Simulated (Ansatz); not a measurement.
**Electrons against holes in MgO — Ansatz, plane waves and PAW**

Space group Fm-3m (No. 225), 2 atoms in the cell of the first input below: a = 3.020 Å, b = 3.020 Å, c = 3.020 Å, α = 60.00°, β = 60.00°, γ = 60.00°.

The structure is a measured one, not always of the ambient phase, taken without relaxation (pressure -1.7 GPa with this functional, without spin–orbit coupling). Functional: PBE.

Spin–orbit coupling is left out. Kohn–Sham gap between the band edges found on a fine mesh: 4.35 eV.

Levels at points 0.012 Å⁻¹ about the band edges give the masses:

```yaml
crystal:
  lattice:
    - [0.0, 2.135149143, 2.135149143]
    - [2.135149143, 0.0, 2.135149143]
    - [2.135149143, 2.135149143, 0.0]
  atoms:
    - { symbol: Mg, position: [0.0, 0.0, 0.0] }
    - { symbol: O, position: [0.5, 0.5, 0.5] }
basis:
  ecutwfc: 420
  ecutrho_ratio: 4
kpoints:
  mp_grid: { grid: [14, 14, 14] }
hamiltonian:
  xc: pbe
scf:
  occupations: { method: gaussian, width: 0.05 }
output:
  forces: true
  stress: true
  eigenvalues: true
  eigenstates:
    kpoints:
      - [0.0, 0.0, 0.0]
      - [0.0, 0.004077834, 0.004077834]
      - [0.0, -0.004077834, -0.004077834]
      - [0.004077834, 0.0, 0.004077834]
      - [-0.004077834, 0.0, -0.004077834]
      - [0.004077834, 0.004077834, 0.0]
      - [-0.004077834, -0.004077834, 0.0]
      - [0.002883464, 0.002883464, 0.005766929]
      - [-0.002883464, -0.002883464, -0.005766929]
      - [0.002883464, 0.005766929, 0.002883464]
      - [-0.002883464, -0.005766929, -0.002883464]
      - [0.005766929, 0.002883464, 0.002883464]
      - [-0.005766929, -0.002883464, -0.002883464]
      - [0.004708678, 0.004708678, 0.004708678]
      - [-0.004708678, -0.004708678, -0.004708678]
      - [0.0, 0.0, 0.0]
      - [0.0, 0.004077834, 0.004077834]
      - [0.0, -0.004077834, -0.004077834]
      - [0.004077834, 0.0, 0.004077834]
      - [-0.004077834, 0.0, -0.004077834]
      - [0.004077834, 0.004077834, 0.0]
      - [-0.004077834, -0.004077834, 0.0]
      - [0.002883464, 0.002883464, 0.005766929]
      - [-0.002883464, -0.002883464, -0.005766929]
      - [0.002883464, 0.005766929, 0.002883464]
      - [-0.002883464, -0.005766929, -0.002883464]
      - [0.005766929, 0.002883464, 0.002883464]
      - [-0.005766929, -0.002883464, -0.002883464]
      - [0.004708678, 0.004708678, 0.004708678]
      - [-0.004708678, -0.004708678, -0.004708678]
    de_dk: true
    e_range: [-2.776620763005, 2.775989921739]
```

```bash
ansatz run input.yaml --threads 4 --pin off --max-ram 9216MiB --backend cpu --events-out ev --progress --plain --runs-dir out
```

Time: 0.92 s on 4 threads of Intel(R) Xeon(R) Processor @ 2.70GHz (shared host), peak memory 0.31 GiB.

Edges at k = (0.000, 0.000, 0.000) and (0.000, 0.000, 0.000); masses in electron masses along fixed Cartesian directions (which need not be the axes of a valley), negative for hole-like bands, for at most the three nearest levels of the same spin at these k-points, within 0.3 eV:

| edge | band | from the edge (meV) | degeneracy | x | y | z | 111 |
| --- | --- | --- | --- | --- | --- | --- | --- |
| conduction | 1 | 0 | 1 | 0.333 | 0.333 | 0.333 | 0.333 |

These curvatures agree with the slopes at the same points. They hold at the edge alone, and further out the bands need not be parabolic.

Masses are left out for the valence bands: curvatures from levels and from slopes, or those of degenerate partners, don't bear each other out.

The states of the whole zone with their velocity products:

```yaml
crystal:
  lattice:
    - [0.0, 2.135149143, 2.135149143]
    - [2.135149143, 0.0, 2.135149143]
    - [2.135149143, 2.135149143, 0.0]
  atoms:
    - { symbol: Mg, position: [0.0, 0.0, 0.0] }
    - { symbol: O, position: [0.5, 0.5, 0.5] }
basis:
  ecutwfc: 420
  ecutrho_ratio: 4
kpoints:
  mp_grid: { grid: [14, 14, 14] }
hamiltonian:
  xc: pbe
scf:
  occupations: { method: gaussian, width: 0.05 }
output:
  forces: true
  stress: true
  eigenvalues: true
  states_by_energy: { minimum_broadening: 0.025 }
```

```bash
ansatz run input.yaml --threads 4 --pin off --max-ram 9216MiB --backend cpu --events-out ev --progress --plain --runs-dir out
```

Time: 34 s on 4 threads of Intel(R) Xeon(R) Processor @ 2.70GHz, with other jobs on the host, peak memory 0.9 GiB.

From that table, at a constant relaxation time τ with Fermi–Dirac weights and rigid bands:

| T (K) | doping (cm⁻³) | μ − E_F (eV) | σ_xx/τ (10²⁰/Ω m s) | S_xx (μV/K) | Lorenz (10⁻⁸ V²/K²) | ħω_p,xx (eV) |
| --- | --- | --- | --- | --- | --- | --- |
| 300 | n 1e19 | 2.212 | 0.00813 | -169 | 1.99 | 0.199 |
| 300 | p 1e19 | -2.088 | 0.00118 | 514 | 1.87 | 0.076 |
| 300 | n 1e20 | 2.397 | 0.0758 | -48 | 2.34 | 0.609 |
| 300 | p 1e20 | -2.151 | 0.0118 | 318 | 1.90 | 0.241 |
| 300 | n 1e21 | 3.065 | 0.573 | -12 | 2.44 | 1.675 |
| 300 | p 1e21 | -2.234 | 0.117 | 140 | 2.06 | 0.757 |
| 600 | n 1e19 | 2.170 | 0.00791 | -251 | 1.89 | 0.197 |
| 600 | p 1e19 | -1.944 | 0.00116 | 608 | 1.90 | 0.075 |
| 600 | n 1e20 | 2.387 | 0.0747 | -91 | 2.17 | 0.605 |
| 600 | p 1e20 | -2.064 | 0.0116 | 410 | 1.91 | 0.238 |
| 600 | n 1e21 | 3.061 | 0.571 | -24 | 2.41 | 1.672 |
| 600 | p 1e21 | -2.200 | 0.115 | 220 | 1.98 | 0.750 |
| 900 | n 1e19 | 2.109 | 0.00768 | -302 | 1.86 | 0.194 |
| 900 | p 1e19 | -1.777 | 0.00113 | 665 | 1.92 | 0.074 |
| 900 | n 1e20 | 2.368 | 0.0733 | -128 | 2.06 | 0.599 |
| 900 | p 1e20 | -1.957 | 0.0113 | 467 | 1.92 | 0.235 |
| 900 | n 1e21 | 3.055 | 0.568 | -36 | 2.38 | 1.668 |
| 900 | p 1e21 | -2.148 | 0.112 | 273 | 1.96 | 0.742 |

**Question.** Which of the dopings listed at 300 K has the largest power factor S²σ/τ along x?

**Answer.** n 1e19: 0.23, p 1e19: 0.31, n 1e20: 0.17, p 1e20: 1.2, n 1e21: 0.082, p 1e21: 2.3 (10¹¹ W/m K² s), so p 1e21 cm⁻³, if τ is the same for all.

**Question.** What conductivity mass along x follows from the plasma energy at 1e19 electrons per cm³ and 300 K, and how does it compare with the band-edge mass?

**Answer.** (ħω_p)² = ħ² n e²/(ε0 m) gives m = 0.346, against 0.333 at the edge: the two agree within a tenth.

Caveats: crystals with gaps this wide can seldom be doped to such densities with both signs of carrier, so the rows show what the bands would give; melting, decomposition and changes of phase at these temperatures weren't checked; no scattering is computed, and the gap isn't corrected.

At every listed density and temperature, holes give the smaller σ/τ and the larger thermopower in magnitude. This follows from the orbital character of the edges: the conduction minimum is a single, strongly dispersive band of cation and anion s character, while the valence top consists of flatter, degenerate O 2p bands. Their large density of states keeps holes closer to the non-degenerate regime, so at 300 K their power factor still rises up to 1e21 cm⁻³, whereas that of electrons falls as the thermopower collapses. The electron plasma energy grows more slowly than the square root of density, which points to a conduction band that becomes heavier away from its minimum. The edge mass of 0.333 is probably somewhat too light, since the underestimated PBE gap strengthens the coupling between valence and conduction states. The advantage of p-type doping holds only for band-like carriers; in so polar an oxide, holes may instead localise on oxygen, particularly beside cation vacancies, which rigid bands can't describe.
